Q: I have one crystal of tantalum nitride here, squeezed and stretched in steps, with a computed pressure for each size. The pressure rises when the volume shrinks, which surprises nobody. What is there to explain?

Periodic PBE calculations with Ansatz 0.2.0 for TaN (space group P-6m2, 2 atoms per cell) at uniformly scaled volumes. They are scalar-relativistic and not spin-polarised, with the default frozen-core PAW files, a 420 eV plane-wave cutoff, a 12 × 12 × 10 k mesh and Fermi–Dirac smearing of 0.02 eV. Pressure is positive in compression.

| volume (Å³/atom) | c/a | shortest distance (Å) | pressure (GPa) |
| --- | --- | --- | --- |
| 10.135 | 0.9813 | 2.181 | 29.740 |
| 10.345 | 0.9813 | 2.196 | 20.643 |
| 10.453 | 0.9813 | 2.204 | 16.331 |
| 10.560 | 0.9813 | 2.211 | 12.240 |
| 10.776 | 0.9813 | 2.226 | 4.681 |
| 10.991 | 0.9813 | 2.241 | -2.118 |
| 11.099 | 0.9813 | 2.248 | -5.257 |
| 11.207 | 0.9813 | 2.255 | -8.233 |
| 11.422 | 0.9813 | 2.270 | -13.733 |

A: The bend in the curve. Going from a volume of 10.345 down to 10.135 Å³ per atom raises the pressure by 9.1 GPa. At the stretched end, a slightly larger change of volume, between the last two rows, moves it by only 5.5 GPa. The ratio c/a is held fixed and the shortest distance simply follows the volume, so the cells differ in size and in nothing else.

Q: Can you put that bend into one number that I could compare with a theory?

A: Take the bulk modulus B first: the pressure change divided by the fractional change of volume that causes it. Between neighbouring rows it climbs from 289 GPa at the stretched end to 443 GPa at the compressed end, and it rises at every step. The number you want is B′, the gain in bulk modulus for each GPa of added pressure. At zero pressure it is 4.4.

To get it, I fitted a quadratic in pressure by least squares to the eight moduli between neighbouring rows. The same fit gives the modulus at zero pressure, B₀ = 338 GPa. A short step from the row nearest zero pressure then gives the volume there, V₀ = 10.92 Å³ per atom.

Q: Perhaps the bonds are ordinary springs. The crystal gets smaller, the same force acts on a smaller area, and the pressure goes up. Would that not be enough?

A: It is a real effect, and we can work out its size. Let y = (V/V₀)^(1/3) be the length of any contact relative to its length at zero pressure. Springs of constant strength store an energy proportional to (y − 1)². Pressure is the energy gained per volume lost, and volume goes as y³, so

P = 3B₀(1 − y)/y².

The y² underneath is your shrinking area. It makes even ideal springs stiffen as a solid, with B′ = 1 at zero pressure.

Q: So geometry supplies some of the stiffening, but too little?

A: Yes. Give the springs the V₀ and B₀ of the computed crystal, and at the smallest volume they reach 26.2 GPa where the calculation has 29.7 GPa. At the largest volume they err the other way in size, with about 1 GPa too much tension. A different choice of V₀ or B₀ would shift or tilt the curve, but B′ at zero pressure would still be 1. The strength of the contacts themselves must change with their length.

Q: Then I would blame the electrons. None of these cells has a band gap, so some electrons are free to move. Squeeze an electron gas and its kinetic energy shoots up.

A: That is a tempting idea, and the bands seem to support it. The eight electrons above the five lowest bands fill a range of energies up to the Fermi level. Between the cells at 11.207 and 10.345 Å³ per atom this range widens from 9.2 to 9.7 eV. That is growth as V to the power −0.66, almost exactly the −2/3 of a free-electron gas.

Q: That sounds like a confirmation.

A: It depends on where you start measuring. Start one band lower and the power becomes −0.43. The size is wrong as well: eight free electrons in the cell at 10.345 Å³ per atom would fill a range of about 19 eV, twice what the crystal has. These bands come from orbitals on neighbouring atoms that mix more strongly and shift as the atoms approach, and for one choice of starting band their spread happens to follow the free-electron power.

Q: Does the pressure curve itself rule on the electron gas?

A: It does, for the simple version. In that version the kinetic energy grows as 1/y² and the electrostatic attraction as 1/y. Shorten every distance by 1% and the costly term grows by 2%, the binding term by 1%. The resulting pressure is P = 3B₀(y⁻⁵ − y⁻⁴), and B′ is 3 whatever the density or the strength of the binding.

With the computed V₀ and B₀, this gas reaches 28.3 GPa at the smallest volume, about 1.5 GPa short. A correction for the finite set of plane waves changes by only about 0.05 GPa between 11.207 and 10.345 Å³ per atom, so it cannot account for the shortfall. The gas does better than the springs because its net push outward grows by more with each step of compression. It still fails, because with this binding its cost does not grow fast enough.

Q: What in a crystal grows faster than the kinetic energy of a gas?

A: The repulsion between filled electron shells. Two electrons of the same spin cannot share the same state, so where the shells of neighbouring atoms overlap, their wavefunctions must acquire extra wiggles to stay distinct. Wiggles cost kinetic energy. Your electron-gas idea therefore had a sound core, but in the crystal the cost is concentrated where shells meet.

That concentration makes it steep. The outer part of an atomic orbital falls off roughly exponentially with distance, so a small approach of two atoms enlarges the overlap by a much larger fraction. The binding also strengthens on approach, through orbital mixing and the attraction between unlike charges, but more gently. This is standard theory of solids; the table shows the stiffening that results, not the two contributions separately.

Q: Why should a steep repulsion show up as a changing stiffness, and not just as a stiff crystal?

A: At zero pressure repulsion and binding balance, and the crystal sits where their pushes cancel. Squeeze it, and the repulsion runs ahead of the binding. In a spring of constant strength the net push would grow by the same amount with each equal step; here it grows by more each time, and that is the rising stiffness. Stretch it, and the repulsion falls off faster than the binding. The net inward pull grows, but by less with each step, because the binding is weakening too.

A carbon monoxide molecule behaves in a similar way. Its bond is harder to shorten than to lengthen, and its vibrational levels therefore crowd together as the energy rises. The likeness has a limit: a molecule has no surface on which a pressure acts, whereas in the crystal all contacts shrink together and your geometric effect comes on top.

Q: Can you turn that into a formula I could use?

A: The simplest choice is the one often used for molecules, the Morse form. The binding term varies as exp[a(1 − y)] and the repulsion decays twice as fast with distance, as exp[2a(1 − y)]. Differentiating with respect to volume, and fixing the scale by B₀, gives

P = (3B₀/a) · {exp[2a(1 − y)] − exp[a(1 − y)]}/y².

Here B′ = 1 + a. The 1 is the geometry we met with the springs, and a is what the changing strength of the contacts adds. The computed B′ asks for a = 3.375, so in this picture a 1% shortening of all distances raises the binding term by about 3.4% and the repulsion by about 7%.

Q: Work it through for the most compressed cell.

A: First the relative length: y = (10.135/10.92)^(1/3) = 0.975. Keeping one more digit, a(1 − y) is 0.083, and the two exponentials are 1.181 and 1.087. Then

P = (3 × 338/3.375) × (1.181 − 1.087)/0.951 = 29.7 GPa,

where 0.951 is y².

That is the computed pressure to the digits shown. The row is not an independent test, because its pressure was among those used to find B₀ and B′.

Q: You also gave this picture a third constant, which the springs and the gas did not have. Is the comparison fair?

A: It is fair as a verdict against those two, since each of them dictates a value of B′ and the computed crystal has another. It is much weaker as a verdict for the exponential form. Take a different picture: ions that attract as 1/y and repel as an inverse power of y. If the power is chosen to give the same B′, it comes out near 6, where the electron gas had 2.

The two curves then differ by less than 0.06 GPa in every row. That is about as small as the change in the plane-wave correction, so I would not choose between them on this evidence. Among such pictures, the pressures call for a repulsion steeper than the electron gas has. They do not fix its exact steepness, because B′ also depends on how fast the binding grows, and they leave open whether ionic attraction or covalent mixing does most of the binding.

Q: Is it at least the tantalum–nitrogen contact that pushes back?

A: I would guess so, because it is the shortest contact. But tantalum atoms also have tantalum neighbours less than 3 Å away, and uniform scaling shortens both kinds of contact by the same fraction. The constant a therefore describes the whole crystal, not a single bond.

Q: Suppose I measure lattice edges on a real sample. What should I take from this?

A: That equal strains in and out do not mean equal pressures. Put y = 0.99 into the formula, all edges 1% short, and it gives about 11 GPa of compression; all edges 1% long gives about 9 GPa of tension. A constant modulus would miss that difference. The absolute edge lengths deserve more caution, because this density functional often makes crystals somewhat too large, and thermal expansion is left out.

The direction of the load matters too. Since c/a is held fixed, the tabulated pressure is an average over directions: in the most compressed cell the stress along the c axis exceeds that in the plane by 4 GPa. Under a truly uniform pressure the sample would adjust its shape a little. A thin layer held by its substrate is further away still, because it is strained in the plane and free to relax across it, so it needs the separate elastic constants.

Q: And if I meet a related compound with weaker bonds, should I expect a flatter rise in stiffness?

A: In absolute terms yes, but not for each GPa applied. Halve every energy in the formula and all pressures and moduli are halved, while B′ stays where it was. Bond strength helps to set how stiff the crystal is at the start. How fast it stiffens for each GPa depends on how steeply the repulsion and the binding grow when the atoms move closer by a given fraction, so that is the property to compare between two crystals.
